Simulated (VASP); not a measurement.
# AlN (P6_3mc) in VASP: a series of runs

One crystal, AlN, is run at these levels: PBEsol, r2SCAN, TB-mBJ; tasks: band structure.

Program: VASP 6.6.1. These are calculated values, not measurements. Logs are shortened: lines on timing, memory, paths and dates and some standing lists are left out, and cuts for length are marked.

**What was measured.**

“Self-assembly of well-separated AlN nanowires directly on sputtered metallic TiN films”, 2019, arxiv:1910.07391 quotes, for a bulk crystal of AlN at 10 K: band gap 6.034 eV (an exciton energy, a little under the gap).

The results are compared with them further down.

## (1) Starting point

The structure is hexagonal, space group P6_3mc (No. 186). Conventional cell: a = 3.113 Å, b = 3.113 Å, c = 4.982 Å, α = 90.00°, β = 90.00°, γ = 120.00°. Al (site symmetry 3m) has 4 N at 1.89 to 1.90 Å as nearest neighbours. Around N (site symmetry 3m) lie 4 Al at 1.89 to 1.90 Å.

The cell is a database's computed one.

## (2) Band structure, PBEsol

Contents of INCAR:

```
SYSTEM = AlN
PREC     = Accurate       ! precision mode
ENCUT    = 520            ! plane-wave cutoff, eV
EDIFF    = 1E-7           ! SCF threshold, eV
ISMEAR   = 0              ! smearing method
SIGMA    = 0.02           ! smearing width, eV
LREAL    = .FALSE.        ! projectors in reciprocal space
LASPH    = .TRUE.         ! aspherical terms in the spheres
NELM     = 60             ! most SCF steps
ALGO     = Normal         ! electronic algorithm
ISIF     = 2              ! what is computed and relaxed
LWAVE    = .FALSE.        ! write WAVECAR
LCHARG   = .FALSE.        ! write CHGCAR
GGA      = PS             ! functional
NBANDS   = 16             ! bands
```

Contents of KPOINTS:

```
regular mesh
0
G
  9 9 6
  0 0 0
```

Contents of POSCAR:

```
AlN
1.0
    3.1129900000      0.0000000000      0.0000000000
   -1.5565000000      2.6959300000      0.0000000000
    0.0000000000      0.0000000000      4.9820300000
Al N
2 2
Direct
    0.6666700000      0.3333300000      0.4990000000
    0.3333300000      0.6666700000      0.9990000000
    0.6666700000      0.3333300000      0.8810000000
    0.3333300000      0.6666700000      0.3810000000
```

Contents of KPOINTS_OPT:

```
path GMKGALHA,LM,KH
10
line-mode
reciprocal
 0.0000000000  0.0000000000  0.0000000000  G
 0.5000000000  0.0000000000  0.0000000000  M

 0.5000000000  0.0000000000  0.0000000000  M
 0.3333333333  0.3333333333  0.0000000000  K

 0.3333333333  0.3333333333  0.0000000000  K
 0.0000000000  0.0000000000  0.0000000000  G

 0.0000000000  0.0000000000  0.0000000000  G
 0.0000000000  0.0000000000  0.5000000000  A

 0.0000000000  0.0000000000  0.5000000000  A
 0.5000000000  0.0000000000  0.5000000000  L

 0.5000000000  0.0000000000  0.5000000000  L
 0.3333333333  0.3333333333  0.5000000000  H

 0.3333333333  0.3333333333  0.5000000000  H
 0.0000000000  0.0000000000  0.5000000000  A

 0.5000000000  0.0000000000  0.5000000000  L
 0.5000000000  0.0000000000  0.0000000000  M

 0.3333333333  0.3333333333  0.0000000000  K
 0.3333333333  0.3333333333  0.5000000000  H
```

Potentials or basis: VASP PAW PBE potentials, release 64 (Al, N).

Run with:

```sh
$ cat potpaw_PBE.64/Al/POTCAR potpaw_PBE.64/N/POTCAR > POTCAR
$ mpirun -np 1 vasp_std > vasp.out
```

OUTCAR:

```text
SYSTEM = AlN
   PREC = Accurate
   ENCUT = 520
   EDIFF = 1E-7
   ISMEAR = 0
   LREAL = .FALSE.
   LASPH = .TRUE.
   NELM = 60
   ISIF = 2
   GGA = PS

 ion  position               nearest neighbor table
   1  0.667  0.333  0.499-   4 1.89   4 1.89   4 1.89   3 1.90   2 3.07   2 3.07   2 3.07   2 3.07
                             2 3.07   2 3.07
   2  0.333  0.667  0.999-   3 1.89   3 1.89   3 1.89   4 1.90   1 3.07   1 3.07   1 3.07   1 3.07
                             1 3.07   1 3.07
   3  0.667  0.333  0.881-   2 1.89   2 1.89   2 1.89   1 1.90
   4  0.333  0.667  0.381-   1 1.89   1 1.89   1 1.89   2 1.90

  LATTYP: Found a hexagonal cell.
 ALAT       =     3.1129900000
 C/A-ratio  =     1.6004002583

  Lattice vectors:

 A1 = (   3.1129900000,   0.0000000000,   0.0000000000)
 A2 = (  -1.5565000000,   2.6959300000,   0.0000000000)
 A3 = (   0.0000000000,   0.0000000000,   4.9820300000)

Analysis of symmetry for initial positions (statically):
=====================================================================
 Subroutine PRICEL returns:
 Original cell was already a primitive cell.

 Routine SETGRP: Setting up the symmetry group for a
 hexagonal supercell.

 Subroutine GETGRP returns: Found  4 space group operations
 (whereof  2 operations were pure point group operations)
 out of a pool of 24 trial point group operations.

The static configuration has the point symmetry C_1h.
 The point group associated with its full space group is C_2v.

Analysis of symmetry for dynamics (positions and initial velocities):
=====================================================================
 Subroutine PRICEL returns:
 Original cell was already a primitive cell.

 Routine SETGRP: Setting up the symmetry group for a
 hexagonal supercell.

 Subroutine GETGRP returns: Found  4 space group operations
 (whereof  2 operations were pure point group operations)
 out of a pool of 24 trial point group operations.

The dynamic configuration has the point symmetry C_1h.
 The point group associated with its full space group is C_2v.

 Subroutine INISYM returns: Found  4 space group operations
 (whereof  2 operations are pure point group operations),
 and found     1 'primitive' translations

----------------------------------------------------------------------------------------

                                     Primitive cell

  volume of cell :      41.8112

  direct lattice vectors                    reciprocal lattice vectors
     3.112990000  0.000000000  0.000000000     0.321234569  0.185465352  0.000000000
    -1.556500000  2.695930000  0.000000000     0.000000000  0.370929512  0.000000000
     0.000000000  0.000000000  4.982030000     0.000000000  0.000000000  0.200721393

  length of vectors
     3.112990000  3.112993867  4.982030000     0.370929973  0.370929512  0.200721393

  position of ions in fractional coordinates (direct lattice)
     0.666670000  0.333330000  0.499000000
     0.333330000  0.666670000  0.999000000
     0.666670000  0.333330000  0.881000000
     0.333330000  0.666670000  0.381000000

  ion indices of the primitive-cell ions
   primitive index   ion index
                 1           1
                 2           2
                 3           3
                 4           4

----------------------------------------------------------------------------------------

 KPOINTS: regular mesh

Automatic generation of k-mesh.
 Grid dimensions read from file:
 generate k-points for:    9    9    6

 Generating k-lattice:

  Cartesian coordinates                     Fractional coordinates (reciprocal lattice)
     0.035692730  0.020607261  0.000000000     0.111111111  0.000000000  0.000000000
     0.000000000  0.041214390  0.000000000     0.000000000  0.111111111  0.000000000
     0.000000000  0.000000000  0.033453565     0.000000000  0.000000000  0.166666667

  Length of vectors
     0.041214441  0.041214390  0.033453565

  Shift w.r.t. Gamma in fractional coordinates (k-lattice)
     0.000000000  0.000000000  0.000000000

 Subroutine IBZKPT returns following result:
[... 54 lines left out ...]
     16      19.0980      0.00000

 k-point     4 :       0.2222    0.0000    0.0000
  band No.  band energies     occupation
      1      -8.5004      2.00000
      2      -6.6136      2.00000
      3       0.7384      2.00000
      4       2.9541      2.00000
      5       3.8888      2.00000
      6       4.5703      2.00000
[... 8 lines left out ...]
     15      18.1189      0.00000
     16      18.8576      0.00000

 k-point     5 :      -0.2222    0.2222    0.0000
  band No.  band energies     occupation
      1      -8.5004      2.00000
      2      -6.6136      2.00000
      3       0.7384      2.00000
      4       2.9541      2.00000
      5       3.8889      2.00000
      6       4.5702      2.00000
[... 8 lines left out ...]
     15      18.1191      0.00000
     16      18.8576      0.00000

 k-point     6 :       0.3333    0.0000    0.0000
  band No.  band energies     occupation
      1      -7.8511      2.00000
      2      -6.3981      2.00000
      3       1.5090      2.00000
      4       1.5798      2.00000
      5       2.7042      2.00000
      6       4.1898      2.00000
[... 8 lines left out ...]
     15      18.0456      0.00000
     16      20.3233      0.00000
[... 267 lines left out ...]
 k-point    21 :      -0.2222    0.4444    0.0000
  band No.  band energies     occupation
      1      -7.5102      2.00000
      2      -6.3273      2.00000
      3       1.6985      2.00000
      4       2.0074      2.00000
      5       2.0727      2.00000
      6       3.5807      2.00000
[... 8 lines left out ...]
     15      18.2554      0.00000
     16      20.6192      0.00000

 k-point    22 :       0.3333    0.2222    0.0000
  band No.  band energies     occupation
      1      -6.9533      2.00000
      2      -6.3743      2.00000
      3       1.0678      2.00000
      4       2.0774      2.00000
      5       2.7860      2.00000
      6       2.9137      2.00000
[... 8 lines left out ...]
     15      18.6202      0.00000
     16      20.4503      0.00000

 k-point    23 :      -0.2222   -0.4444    0.0000
  band No.  band energies     occupation
      1      -6.9533      2.00000
      2      -6.3743      2.00000
      3       1.0678      2.00000
      4       2.0774      2.00000
      5       2.7860      2.00000
      6       2.9137      2.00000
[... 8 lines left out ...]
     15      18.6202      0.00000
     16      20.4505      0.00000

 k-point    24 :       0.4444    0.3333    0.0000
  band No.  band energies     occupation
      1      -6.9534      2.00000
      2      -6.3743      2.00000
      3       1.0678      2.00000
      4       2.0775      2.00000
      5       2.7860      2.00000
      6       2.9136      2.00000
[... 8 lines left out ...]
     15      18.6202      0.00000
     16      20.4504      0.00000

 [... further k-points ...]

------------------------ aborting loop because EDIFF is reached ----------------------------------------

  FORCE on cell =-STRESS in cart. coord.  units (eV):
  Direction    XX          YY          ZZ          XY          YZ          ZX
  --------------------------------------------------------------------------------------
  -------------------------------------------------------------------------------------
  Total        0.0369514      0.0377212      0.0393436      0.0006665      0.0000000      0.0000000
  in kB        1.4159520      1.4454498      1.5076214      0.0255416      0.0000000      0.0000000
  external PRESSURE =       1.4563411 kB  Pullay stress =       0.0000000 kB

 VOLUME and BASIS-vectors are now :
 -----------------------------------------------------------------------------
  energy-cutoff  :      520.00
  volume of cell :       41.81
      direct lattice vectors                 reciprocal lattice vectors
     3.112990000  0.000000000  0.000000000     0.321234569  0.185465352  0.000000000
    -1.556500000  2.695930000  0.000000000     0.000000000  0.370929512  0.000000000
     0.000000000  0.000000000  4.982030000     0.000000000  0.000000000  0.200721393

 POSITION                                       TOTAL-FORCE (eV/Angst)
 -----------------------------------------------------------------------------------
      1.55651      0.89863      2.48603        -0.000455      0.000263     -0.000293
     -0.00002      1.79730      4.97705         0.000455     -0.000263     -0.000293
      1.55651      0.89863      4.38917        -0.000458      0.000264      0.000293
     -0.00002      1.79730      1.89815         0.000458     -0.000264      0.000293
 -----------------------------------------------------------------------------------
    total drift:                               -0.000000     -0.000000      0.000418

  FREE ENERGIE OF THE ION-ELECTRON SYSTEM (eV)
  ---------------------------------------------------
  free  energy   TOTEN  =       -31.3123705613 eV

  energy  without entropy=      -31.3123705613  energy(sigma->0) =      -31.31237056
```

Run time: 27 s. Hardware: 1 thread of Intel Xeon 6975P-C (Granite Rapids), shared host; peak memory 0.22 GiB.

What came out:

* Free energy: -31.3124 eV
* Pressure: 0.1 GPa
* Band gap on the k mesh: 4.12 eV, direct
* Band gap along the path: 4.12 eV, direct

Levels at the corners of the path, in eV from the valence-band top:
| point | band 5 | band 6 | band 7 | band 8 | band 9 | band 10 | band 11 | band 12 |
| --- | --- | --- | --- | --- | --- | --- | --- | --- |
| Γ | -0.88 | -0.22 | -0.22 | 0.00 | 4.12 | 6.55 | 10.50 | 11.02 |
| M | -3.38 | -2.12 | -1.81 | -0.70 | 5.67 | 5.67 | 8.08 | 10.16 |
| M | -3.38 | -2.12 | -1.81 | -0.70 | 5.67 | 5.67 | 8.08 | 10.16 |
| K | -3.82 | -2.49 | -2.41 | -2.41 | 4.89 | 8.22 | 9.55 | 9.55 |
| K | -3.82 | -2.49 | -2.41 | -2.41 | 4.89 | 8.22 | 9.55 | 9.55 |
| Γ | -0.88 | -0.22 | -0.22 | 0.00 | 4.12 | 6.55 | 10.50 | 11.02 |
| Γ | -0.88 | -0.22 | -0.22 | 0.00 | 4.12 | 6.55 | 10.50 | 11.02 |
| A | -0.56 | -0.56 | -0.56 | -0.56 | 6.37 | 6.37 | 10.20 | 10.20 |
| A | -0.56 | -0.56 | -0.56 | -0.56 | 6.37 | 6.37 | 10.20 | 10.20 |
| L | -1.49 | -1.49 | -1.38 | -1.38 | 5.17 | 5.17 | 9.12 | 9.12 |
| L | -1.49 | -1.49 | -1.38 | -1.38 | 5.17 | 5.17 | 9.12 | 9.12 |
| H | -3.92 | -3.92 | -0.80 | -0.80 | 7.28 | 7.28 | 7.70 | 7.70 |
| H | -3.92 | -3.92 | -0.80 | -0.80 | 7.28 | 7.28 | 7.70 | 7.70 |
| A | -0.56 | -0.56 | -0.56 | -0.56 | 6.37 | 6.37 | 10.20 | 10.20 |
| L | -1.49 | -1.49 | -1.38 | -1.38 | 5.17 | 5.17 | 9.12 | 9.12 |
| M | -3.38 | -2.12 | -1.81 | -0.70 | 5.67 | 5.67 | 8.08 | 10.16 |
| K | -3.82 | -2.49 | -2.41 | -2.41 | 4.89 | 8.22 | 9.55 | 9.55 |
| H | -3.92 | -3.92 | -0.80 | -0.80 | 7.28 | 7.28 | 7.70 | 7.70 |

Caveat: the PAW data sets were made with another functional, which shifts forces and pressure a little.

## (3) Band structure, r2SCAN

Changes to INCAR since step 2:

```diff
@@ -13,3 +13,4 @@
 LCHARG   = .FALSE.        ! write CHGCAR
-GGA      = PS             ! functional
+METAGGA  = R2SCAN         ! meta-GGA
+LMIXTAU  = .TRUE.       
 NBANDS   = 16             ! bands
```

KPOINTS is that of step 2.

POSCAR is that of step 2.

KPOINTS_OPT is that of step 2.

Potentials or basis: VASP PAW PBE potentials, release 64 (Al, N).

Run with:

```sh
$ cat potpaw_PBE.64/Al/POTCAR potpaw_PBE.64/N/POTCAR > POTCAR
$ mpirun -np 1 vasp_std > vasp.out
```

Wall time 2.2 min (1 thread of Intel Xeon 6975P-C (Granite Rapids), shared host); peak memory 0.23 GiB.

It converged, with:

| Item | Value |
| --- | --- |
| Free energy | -38.4555 eV |
| Pressure | -1.4 GPa |
| Largest force | 0.010 eV/Å |
| Band gap on the k mesh | 4.87 eV, direct |
| Band gap along the path | 4.87 eV, direct |

Forces on the atoms (eV/Å):
```
Al   0.000  0.000  0.010
Al   0.000  0.000  0.010
N    0.000  0.000 -0.010
N    0.000  0.000 -0.010
```

Stress tensor (GPa, compression positive):
```
-1.53  0.00  0.00
 0.00 -1.53  0.00
 0.00  0.00 -1.14
```

Levels at the corners of the path, in eV from the valence-band top:
```tsv
point	band 6	band 7	band 8	band 9	band 10	band 11
Γ	-0.24	-0.24	0.00	4.87	7.47	11.58
M	-2.15	-1.77	-0.72	6.44	6.53	9.00
M	-2.15	-1.77	-0.72	6.44	6.53	9.00
K	-2.52	-2.41	-2.41	5.68	9.12	10.53
K	-2.52	-2.41	-2.41	5.68	9.12	10.53
Γ	-0.24	-0.24	0.00	4.87	7.47	11.58
Γ	-0.24	-0.24	0.00	4.87	7.47	11.58
A	-0.58	-0.58	-0.58	7.20	7.20	11.27
A	-0.58	-0.58	-0.58	7.20	7.20	11.27
L	-1.51	-1.39	-1.39	5.98	5.98	10.11
L	-1.51	-1.39	-1.39	5.98	5.98	10.11
H	-3.91	-0.81	-0.81	8.13	8.13	8.61
H	-3.91	-0.81	-0.81	8.13	8.13	8.61
A	-0.58	-0.58	-0.58	7.20	7.20	11.27
L	-1.51	-1.39	-1.39	5.98	5.98	10.11
M	-2.15	-1.77	-0.72	6.44	6.53	9.00
K	-2.52	-2.41	-2.41	5.68	9.12	10.53
H	-3.91	-0.81	-0.81	8.13	8.13	8.61
```

Caveat: the PAW data sets were made with another functional, which shifts forces and pressure a little.

## (4) Band structure, TB-mBJ

POSCAR is that of step 3.

Contents of INCAR.step1:

```
SYSTEM = AlN
PREC     = Accurate       ! precision mode
ENCUT    = 520            ! plane-wave cutoff, eV
EDIFF    = 1E-5           ! SCF threshold, eV
ISMEAR   = 0              ! smearing method
SIGMA    = 0.02           ! smearing width, eV
LREAL    = .FALSE.        ! projectors in reciprocal space
LASPH    = .TRUE.         ! aspherical terms in the spheres
NELM     = 60             ! most SCF steps
ALGO     = Normal         ! electronic algorithm
ISIF     = 2              ! what is computed and relaxed
LWAVE    = .TRUE.         ! write WAVECAR
LCHARG   = .FALSE.        ! write CHGCAR
NBANDS   = 16             ! bands
GGA      = PE             ! functional
```

Contents of INCAR.step2:

```
SYSTEM = AlN
PREC     = Accurate       ! precision mode
ENCUT    = 520            ! plane-wave cutoff, eV
EDIFF    = 1E-7           ! SCF threshold, eV
ISMEAR   = 0              ! smearing method
SIGMA    = 0.02           ! smearing width, eV
LREAL    = .FALSE.        ! projectors in reciprocal space
LASPH    = .TRUE.         ! aspherical terms in the spheres
NELM     = 60             ! most SCF steps
ALGO     = Normal         ! electronic algorithm
ISIF     = 2              ! what is computed and relaxed
LWAVE    = .FALSE.        ! write WAVECAR
LCHARG   = .FALSE.        ! write CHGCAR
METAGGA  = MBJ            ! meta-GGA
NBANDS   = 16             ! bands
ISTART   = 1
```

KPOINTS is that of step 3.

KPOINTS_OPT is that of step 3.

Run with:

```sh
$ cat potpaw_PBE.64/Al/POTCAR potpaw_PBE.64/N/POTCAR > POTCAR
$ cp INCAR.step1 INCAR
$ mpirun -np 1 vasp_std > vasp.out
$ cp INCAR.step2 INCAR
$ mpirun -np 1 vasp_std > vasp.out
```

It took 1.7 min on 1 thread of Intel Xeon 6975P-C (Granite Rapids), shared host; peak memory 0.23 GiB.

Results (log left out):

```
Band gap on the k mesh  : 5.35 eV, direct
Band gap along the path : 5.35 eV, direct
```

Levels at the corners of the path, in eV from the valence-band top:
```csv
point,band 6,band 7,band 8,band 9,band 10,band 11
Γ,-0.23,-0.23,0.00,5.35,7.89,12.23
M,-2.05,-1.61,-0.72,7.24,7.27,9.35
M,-2.05,-1.61,-0.72,7.24,7.27,9.35
K,-2.34,-2.26,-2.26,6.65,9.81,11.03
K,-2.34,-2.26,-2.26,6.65,9.81,11.03
Γ,-0.23,-0.23,0.00,5.35,7.89,12.23
Γ,-0.23,-0.23,0.00,5.35,7.89,12.23
A,-0.57,-0.57,-0.57,7.60,7.60,11.75
A,-0.57,-0.57,-0.57,7.60,7.60,11.75
L,-1.45,-1.32,-1.32,6.71,6.71,10.54
L,-1.45,-1.32,-1.32,6.71,6.71,10.54
H,-3.57,-0.81,-0.81,8.92,8.92,9.12
H,-3.57,-0.81,-0.81,8.92,8.92,9.12
A,-0.57,-0.57,-0.57,7.60,7.60,11.75
L,-1.45,-1.32,-1.32,6.71,6.71,10.54
M,-2.05,-1.61,-0.72,7.24,7.27,9.35
K,-2.34,-2.26,-2.26,6.65,9.81,11.03
H,-3.57,-0.81,-0.81,8.92,8.92,9.12
```

Caveat: the PAW data sets were made with another functional, which shifts forces and pressure a little.

## (5) Overview

| level | gap on the mesh (eV) | pressure (GPa) |
| --- | --- | --- |
| PBEsol | 4.12 | 0.1 |
| r2SCAN | 4.87 | -1.4 |
| TB-mBJ | 5.35 | - |

Alike in all rows: task band structure; potentials or basis VASP PAW PBE potentials, release 64 (Al, N); no spin polarisation; cell as given; k mesh 9 × 9 × 6; cutoff (eV) 520; smearing gaussian 0.02 eV.

On the cell as given the gap runs from 4.12 eV (PBEsol) to 5.35 eV (TB-mBJ).

Caveats: the PAW data sets were made with another functional, which shifts forces and pressure a little.

Absolute energies hang on the potentials; compare differences alone.

## (6) Against experiment

Step 2. Measured gap of AlN: 6.034 eV (an exciton energy, a little under the gap; 10 K; quoted in “Self-assembly of well-separated AlN nanowires directly on sputtered metallic TiN films”, 2019, arxiv:1910.07391). This calculation gives 4.12 eV (-1.92 eV). 2 values of this kind are on record (6.034 to 6.0343 eV); this one was drawn at random. The value is that of PBEsol, without temperature or zero-point motion. Semilocal functionals fall short of measured gaps as a rule. The cell is a database's relaxed one, not the measured one, which moves gaps too.

Step 3. A measured gap of AlN is 6.034 eV (an exciton energy, a little under the gap; 10 K; quoted in “Self-assembly of well-separated AlN nanowires directly on sputtered metallic TiN films”, 2019, arxiv:1910.07391); the calculated 4.87 eV misses it by -1.17 eV. 2 values of this kind are on record (6.034 to 6.0343 eV); this one was drawn at random. The value is that of r2SCAN, without temperature or zero-point motion. The cell is a database's relaxed one, not the measured one, which moves gaps too.

Step 4. A measured gap of AlN is 6.034 eV (an exciton energy, a little under the gap; 10 K; quoted in “Self-assembly of well-separated AlN nanowires directly on sputtered metallic TiN films”, 2019, arxiv:1910.07391); the calculated 5.35 eV misses it by -0.68 eV. 2 values of this kind are on record (6.034 to 6.0343 eV); this one was drawn at random. The value is that of TB-mBJ, without temperature or zero-point motion. The cell is a database's relaxed one, not the measured one, which moves gaps too.
